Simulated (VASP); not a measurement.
# AlP (F-43m) in VASP: further runs

Runs on AlP. Level: RPBE. Tasks: single point, relaxation of cell and atoms.

Program: VASP 6.6.1. These are calculated values, not measurements. Logs are shortened: lines on timing, memory, paths and dates and some standing lists are left out, and cuts for length are marked.

**What was measured.**

A printed reference work, data compilation reports, for a bulk crystal of AlP at 4.2 K: band gap 2.505 eV (indirect).

The results are compared with them further down.

**1. The cell of the first run**

Symmetry: F-43m, No. 216, cubic system. Conventional cell: a = 5.543 Å, b = 5.543 Å, c = 5.543 Å, α = 90.00°, β = 90.00°, γ = 90.00°. Within 3.2 Å of Al (site symmetry -43m) lie 4 P at 2.40 Å. Within 3.2 Å of P (site symmetry -43m) lie 4 Al at 2.40 Å.

**2. Single point, RPBE**

Contents of INCAR:

```
PREC     = Accurate       # precision mode
ENCUT    = 500            # plane-wave cutoff, eV
EDIFF    = 1E-6           # SCF threshold, eV
ISMEAR   = 0              # smearing method
SIGMA    = 0.01           # smearing width, eV
LREAL    = False          # projectors in reciprocal space
LASPH    = True           # aspherical terms in the spheres
NELM     = 120            # most SCF steps
ALGO     = Normal         # electronic algorithm
ISIF     = 2              # what is computed and relaxed
LWAVE    = False          # write WAVECAR
LCHARG   = False          # write CHGCAR
GGA      = RP             # functional
NBANDS   = 11             # bands
GGA_COMPAT= False
```

Contents of KPOINTS:

```
regular mesh
0
Gamma
  7 7 7
```

Contents of POSCAR:

```
AlP
1.0
    3.9196542604      0.0000000000      0.0000000000
    1.9598271302      3.3945201635      0.0000000000
    1.9598271302      1.1315067212      3.2003843020
Al P
1 1
Direct
    0.0000000000      0.0000000000      0.0000000000
    0.2500000000      0.2500000000      0.2500000000
```

Potentials or basis: VASP PAW PBE potentials, release 64 (Al, P).

The run is started by

```console
> cat potpaw_PBE.64/Al/POTCAR potpaw_PBE.64/P/POTCAR > POTCAR
> mpirun -np 1 vasp_std > vasp.out
```

OUTCAR:

```text
PREC = Accurate
   ENCUT = 500
   EDIFF = 1E-6
   ISMEAR = 0
   LREAL = False
   LASPH = True
   NELM = 120
   ISIF = 2
   GGA = RP

 ion  position               nearest neighbor table
   1  0.000  0.000  0.000-   2 2.40   2 2.40   2 2.40   2 2.40
   2  0.250  0.250  0.250-   1 2.40   1 2.40   1 2.40   1 2.40

  LATTYP: Found a face centered cubic cell.
 ALAT       =     5.5432282148

  Lattice vectors:

 A1 = (   3.9196542604,   0.0000000000,   0.0000000000)
 A2 = (   1.9598271302,   3.3945201635,   0.0000000000)
 A3 = (   1.9598271302,   1.1315067212,   3.2003843020)

Analysis of symmetry for initial positions (statically):
=====================================================================
 Subroutine PRICEL returns:
 Original cell was already a primitive cell.

 Routine SETGRP: Setting up the symmetry group for a
 face centered cubic supercell.

 Subroutine GETGRP returns: Found 24 space group operations
 (whereof 24 operations were pure point group operations)
 out of a pool of 48 trial point group operations.

The static configuration has the point symmetry T_d .

Analysis of symmetry for dynamics (positions and initial velocities):
=====================================================================
 Subroutine PRICEL returns:
 Original cell was already a primitive cell.

 Routine SETGRP: Setting up the symmetry group for a
 face centered cubic supercell.

 Subroutine GETGRP returns: Found 24 space group operations
 (whereof 24 operations were pure point group operations)
 out of a pool of 48 trial point group operations.

The dynamic configuration has the point symmetry T_d .

 Subroutine INISYM returns: Found 24 space group operations
 (whereof 24 operations are pure point group operations),
 and found     1 'primitive' translations

----------------------------------------------------------------------------------------

                                     Primitive cell

  volume of cell :      42.5822

  direct lattice vectors                    reciprocal lattice vectors
     3.919654260  0.000000000  0.000000000     0.255124543 -0.147296223 -0.104154158
     1.959827130  3.394520164  0.000000000     0.000000000  0.294592447 -0.104154158
     1.959827130  1.131506721  3.200384302     0.000000000  0.000000000  0.312462475

  length of vectors
     3.919654260  3.919654260  3.919654260     0.312462475  0.312462475  0.312462475

  position of ions in fractional coordinates (direct lattice)
     0.000000000  0.000000000  0.000000000
     0.250000000  0.250000000  0.250000000

  ion indices of the primitive-cell ions
   primitive index   ion index
                 1           1
                 2           2

----------------------------------------------------------------------------------------

 KPOINTS: regular mesh

Automatic generation of k-mesh.
 Grid dimensions read from file:
 generate k-points for:    7    7    7

 Generating k-lattice:

  Cartesian coordinates                     Fractional coordinates (reciprocal lattice)
     0.036446363 -0.021042318 -0.014879165     0.142857143  0.000000000  0.000000000
     0.000000000  0.042084635 -0.014879165     0.000000000  0.142857143 -0.000000000
     0.000000000  0.000000000  0.044637496     0.000000000  0.000000000  0.142857143

  Length of vectors
     0.044637496  0.044637496  0.044637496

  Shift w.r.t. Gamma in fractional coordinates (k-lattice)
     0.000000000  0.000000000  0.000000000

 Subroutine IBZKPT returns following result:
 ===========================================

 Found     20 irreducible k-points:

 Following reciprocal coordinates:
            Coordinates               Weight
  0.000000  0.000000  0.000000      1.000000
  0.142857  0.000000  0.000000      8.000000
  0.285714  0.000000  0.000000      8.000000
  0.428571 -0.000000  0.000000      8.000000
  0.142857  0.142857  0.000000      6.000000
  0.285714  0.142857  0.000000     24.000000
[... 12 lines left out ...]
 -0.428571  0.428571  0.142857     24.000000
 -0.285714  0.428571  0.142857     24.000000
   k-points           NKPTS =     20   k-points in BZ     NKDIM =     20   number of bands    NBANDS=     11
   number of dos      NEDOS =    301   number of ions     NIONS =      2
   total plane-waves  NPLWV =  27000
   dimension x,y,z NGX =    30 NGY =   30 NGZ =   30
   dimension x,y,z NGXF=    60 NGYF=   60 NGZF=   60
   ions per type =               1   1
   NGX,Y,Z   is equivalent  to a cutoff of  12.72, 12.72, 12.72 a.u.
   NGXF,Y,Z  is equivalent  to a cutoff of  25.45, 25.45, 25.45 a.u.
 SYSTEM =  unknown system
   PREC   = accura    normal or accurate (medium, high low for compatibility)
   ISTART =      0    job   : 0-new  1-cont  2-samecut
   ICHARG =      2    charge: 1-file 2-atom 10-const
   ISPIN  =      1    spin polarized calculation?
   LNONCOLLINEAR =      F non collinear calculations
   LSORBIT =      F    spin-orbit coupling
   LASPH  =      T    aspherical Exc in radial PAW
   ENCUT  =  500.0 eV  36.75 Ry    6.06 a.u.   7.15  7.15  7.15*2*pi/ulx,y,z
   NELM   =    120;   NELMIN=  2; NELMDL= -5     # of ELM steps
   EDIFF  = 0.1E-05   stopping-criterion for ELM
   LREAL  =      F    real-space projection
   EDIFFG = 0.1E-04   stopping-criterion for IOM
   NSW    =      0    number of steps for IOM
   IBRION =     -1    ionic relax: 0-MD 1-quasi-New 2-CG
   NFREE  =      0    steps in history (QN), initial steepest desc. (CG)
   ISIF   =      2    stress and relaxation
   ISYM   =      2    0-nonsym 1-usesym 2-fastsym
   POTIM  = 0.5000    time-step for ionic-motion
   TEBEG  =    0.0;   TEEND  =   0.0 temperature during run
   PSTRESS=    0.0 pullay stress
   NELECT =       8.0000    total number of electrons
   NUPDOWN=      -1.0000    fix difference up-down
   EMIN   =  10.00;   EMAX   =-10.00  energy-range for DOS
   EFERMI =   0.00;   METHOD = LEGACY
   ISMEAR =     0;   SIGMA  =   0.01  broadening in eV -4-tet -1-fermi 0-gaus
   EFERMI_NEDOS =   21; number of points for ismear=-14 and -15
   IALGO  =     38    algorithm
   IMIX   =      4    mixing-type and parameters
     AMIX     =   0.40;   BMIX     =  1.00
     AMIX_MAG =   1.60;   BMIX_MAG =  1.00
  volume/ion in A,a.u.               =      21.29       143.68
  Fermi-wavevector in a.u.,A,eV,Ry     =   0.937624  1.771853 11.961410  0.879139
  Thomas-Fermi vector in A             =   2.064754
   LORBIT       =      0    0 simple, 1 ext, 2 COOP (PROOUT), +10 PAW based schemes
   GGA     = RP    functional components
   LHFCALC =     F    Hartree Fock is set to
   AEXX    =    0.0000 exact exchange contribution
   IVDW    =     0    specifies the selected vdW correction
   LEPSILON=     F    determine dielectric tensor
   LRPA    =     F    only Hartree local field effects (RPA)
 non-spin polarized calculation
 Gauss-broadening in eV      SIGMA  =   0.01
  energy-cutoff  :      500.00
  volume of cell :       42.58
 maximum number of plane-waves:      1096
 NGX is ok and might be reduce to    30
   NGX = 15   NGY = 15   NGZ = 15

 number of electron       8.0000000 magnetization

 Free energy of the ion-electron system (eV)
  ---------------------------------------------------
  ext. energy  EPLUGINS =         0.00000000
  ---------------------------------------------------
  free energy    TOTEN  =        -9.83317921 eV

  energy without entropy =       -9.83317921  energy(sigma->0) =       -9.83317921

 E-fermi :   4.3377     XC(G=0):  -8.9066

 val. band max:        4.2493620565   @ k =   0.0000   0.0000   0.0000
 cond. band min:       6.1168095556   @ k =   0.4286   0.4286   0.0000
 fundamental gap:      1.8674474992
 Fermi energy:         4.3377464579

 k-point     1 :       0.0000    0.0000    0.0000
  band No.  band energies     occupation
      1      -6.9757      2.00000
      2       4.2494      2.00000
      3       4.2494      2.00000
      4       4.2494      2.00000
      5       7.3111      0.00000
      6       8.7786      0.00000
      7       8.7786      0.00000
      8       8.7786      0.00000
      9      13.0024      0.00000
     10      13.0024      0.00000
     11      14.4652      0.00000

 k-point     2 :       0.1429    0.0000    0.0000
  band No.  band energies     occupation
      1      -6.7639      2.00000
      2       2.7955      2.00000
      3       4.0712      2.00000
      4       4.0712      2.00000
      5       7.7887      0.00000
      6       9.1139      0.00000
      7       9.1139      0.00000
      8       9.4403      0.00000
      9      12.4792      0.00000
     10      12.4792      0.00000
     11      15.1364      0.00000

 k-point     3 :       0.2857    0.0000    0.0000
  band No.  band energies     occupation
      1      -6.1872      2.00000
      2       0.6866      2.00000
      3       3.7499      2.00000
      4       3.7499      2.00000
      5       7.3664      0.00000
      6       9.3515      0.00000
      7       9.3515      0.00000
      8      11.5027      0.00000
      9      12.7826      0.00000
     10      12.7826      0.00000
     11      14.4865      0.00000

 k-point     4 :       0.4286   -0.0000    0.0000
  band No.  band energies     occupation
      1      -5.5370      2.00000
      2      -0.8090      2.00000
      3       3.5432      2.00000
      4       3.5432      2.00000
      5       7.0376      0.00000
      6       9.1301      0.00000
      7       9.1301      0.00000
      8      12.5017      0.00000
      9      14.6872      0.00000
     10      14.6872      0.00000
     11      15.3275      0.00000

 k-point     5 :       0.1429    0.1429    0.0000
  band No.  band energies     occupation
      1      -6.6926      2.00000
      2       2.9042      2.00000
      3       3.6967      2.00000
      4       3.6967      2.00000
      5       8.0552      0.00000
      6       8.5969      0.00000
      7       9.7298      0.00000
      8       9.7298      0.00000
      9      11.4921      0.00000
     10      13.3765      0.00000
     11      15.7796      0.00000
[... 155 lines left out ...]
 k-point    17 :       0.4286    0.2857    0.1429
  band No.  band energies     occupation
      1      -5.7122      2.00000
      2       0.4185      2.00000
      3       2.1259      2.00000
      4       3.1256      2.00000
      5       8.1126      0.00000
      6       8.9981      0.00000
      7       9.6529      0.00000
      8      11.5081      0.00000
      9      12.8943      0.00000
     10      15.7685      0.00000
     11      16.7012      0.00000

 k-point    18 :      -0.4286    0.2857    0.1429
  band No.  band energies     occupation
      1      -5.1511      2.00000
      2      -0.4845      2.00000
      3       1.5915      2.00000
      4       2.7230      2.00000
      5       8.2572      0.00000
      6       9.0182      0.00000
      7      10.6167      0.00000
      8      11.7936      0.00000
      9      13.4415      0.00000
     10      15.1727      0.00000
     11      17.1778      0.00000

 k-point    19 :      -0.4286    0.4286    0.1429
  band No.  band energies     occupation
      1      -4.9212      2.00000
      2      -0.5240      2.00000
      3       1.6574      2.00000
      4       2.0336      2.00000
      5       7.3841      0.00000
      6       8.2475      0.00000
      7      11.3754      0.00000
      8      13.6320      0.00000
      9      14.1717      0.00000
     10      16.0175      0.00000
     11      17.3368      0.00000

 k-point    20 :      -0.2857    0.4286    0.1429
  band No.  band energies     occupation
      1      -4.8204      2.00000
      2      -0.5218      2.00000
      3       1.0702      2.00000
      4       2.1104      2.00000
      5       7.9792      0.00000
      6       9.8804      0.00000
      7      10.9158      0.00000
      8      11.2927      0.00000
      9      14.1565      0.00000
     10      15.2511      0.00000
     11      17.9036      0.00000

------------------------ aborting loop because EDIFF is reached ----------------------------------------

  FORCE on cell =-STRESS in cart. coord.  units (eV):
  Direction    XX          YY          ZZ          XY          YZ          ZX
  --------------------------------------------------------------------------------------
  -------------------------------------------------------------------------------------
  Total       -0.0511875     -0.0511875     -0.0511875     -0.0000000     -0.0000000     -0.0000000
  in kB       -1.9259558     -1.9259558     -1.9259558     -0.0000000     -0.0000000     -0.0000000
  external PRESSURE =      -1.9259558 kB  Pullay stress =       0.0000000 kB

 VOLUME and BASIS-vectors are now :
 -----------------------------------------------------------------------------
  energy-cutoff  :      500.00
  volume of cell :       42.58
      direct lattice vectors                 reciprocal lattice vectors
     3.919654260  0.000000000  0.000000000     0.255124543 -0.147296223 -0.104154158
     1.959827130  3.394520164  0.000000000     0.000000000  0.294592447 -0.104154158
     1.959827130  1.131506721  3.200384302     0.000000000  0.000000000  0.312462475

 POSITION                                       TOTAL-FORCE (eV/Angst)
 -----------------------------------------------------------------------------------
      0.00000      0.00000      0.00000        -0.000000      0.000000      0.000000
      1.95983      1.13151      0.80010         0.000000     -0.000000     -0.000000
 -----------------------------------------------------------------------------------
    total drift:                               -0.000000     -0.000000      0.000000

  FREE ENERGIE OF THE ION-ELECTRON SYSTEM (eV)
  ---------------------------------------------------
  free  energy   TOTEN  =        -9.8331792122 eV

  energy  without entropy=       -9.8331792122  energy(sigma->0) =       -9.83317921
```

Wall time 36 s (1 thread of Intel Xeon 8259CL, shared host); peak memory 0.16 GiB.

What came out:

- Free energy: -9.8332 eV
- Pressure: -0.2 GPa
- Band gap on the k mesh: 1.87 eV, indirect (least direct gap 3.06 eV)

Caveat: the PAW data sets were made with another functional, which shifts forces and pressure a little.

**3. Relaxation of cell and atoms, RPBE**

This run uses another cell than the first one, of 20.25 Å³/atom, 0.951 times its volume.

Contents of INCAR:

```
PREC = Accurate
ENCUT = 500
EDIFF = 1E-7
ISMEAR = 0
SIGMA = 0.01
LREAL = F
LASPH = T
NELM = 120
ALGO = Normal
ISIF = 3
LWAVE = F
LCHARG = F
GGA = RP
IBRION = 2
NSW = 80
EDIFFG = -0.01
GGA_COMPAT = F
NELMIN = 4
```

Contents of KPOINTS:

```
Automatic mesh
0
Gamma
  7 7 7
```

Contents of POSCAR:

```
AlP
1.0
    3.8544390000      0.0000000000      0.0000000000
    1.9272195000      3.3380420913      0.0000000000
    1.9272195000      1.1126806971      3.1471362649
Al P
1 1
Direct
    0.0000000000      0.0000000000      0.0000000000
    0.2500000000      0.2500000000      0.2500000000
```

Potentials or basis: VASP PAW PBE potentials, release 64 (Al, P).

The run is started by

```console
> cat potpaw_PBE.64/Al/POTCAR potpaw_PBE.64/P/POTCAR > POTCAR
> mpirun -np 1 vasp_std > vasp.out
```

It took 51 s on 1 thread of Intel Xeon 8259CL, shared host; peak memory 0.15 GiB.

Results (log left out):

```
Free energy                            : -9.8329 eV
Relaxed volume                         : 21.24 Å³/atom
Relaxed cell                           : a = 3.916 Å, b = 3.916 Å, c = 3.916 Å, α = 60.00°, β = 60.00°, γ = 60.00°
Space group after relaxing (to 0.05 Å) : F-43m (No. 216)
Energy gained by relaxing              : 12.4 meV/atom
Ionic steps                            : 3
Pressure after relaxing                : 0.0 GPa
Band gap on the k mesh                 : 1.86 eV, indirect (least direct gap 3.08 eV)
```

Step by step:
```
step  energy change (eV)  largest force (eV/Å)  pressure (GPa)  volume (Å³)
   1              0.0000                0.0000            4.19        40.49
   2             -0.0169                0.0000           -2.08        43.68
   3             -0.0249                0.0000            0.00        42.48
```

Final structure:
```cif
data_structure
_symmetry_space_group_name_H-M 'P 1'
_symmetry_Int_Tables_number 1
_cell_length_a 3.9164
_cell_length_b 3.9164
_cell_length_c 3.9164
_cell_angle_alpha 60.000
_cell_angle_beta 60.000
_cell_angle_gamma 60.000
_cell_volume 42.48
loop_
_atom_site_label
_atom_site_type_symbol
_atom_site_fract_x
_atom_site_fract_y
_atom_site_fract_z
_atom_site_occupancy
Al1 Al 0.00000 0.00000 0.00000 1
P1 P 0.25000 0.25000 0.25000 1
```

Levels at points of the mesh, in eV from the valence-band top:
```
           k point  band 1  band 2  band 3  band 4  band 5  band 6  band 7  band 8
(0.00, 0.00, 0.00)  -11.24    0.00    0.00    0.00    3.08    4.53    4.53    4.53
```

Caveat: the PAW data sets were made with another functional, which shifts forces and pressure a little.

**4. How close it comes**

Step 2. A measured gap of AlP is 2.505 eV (indirect; 4.2 K; a printed reference work, data compilation); the calculated 1.87 eV misses it by -0.64 eV. The value is that of RPBE on a finite k mesh, which can miss the band edges, without temperature or zero-point motion. Semilocal functionals fall short of measured gaps as a rule.
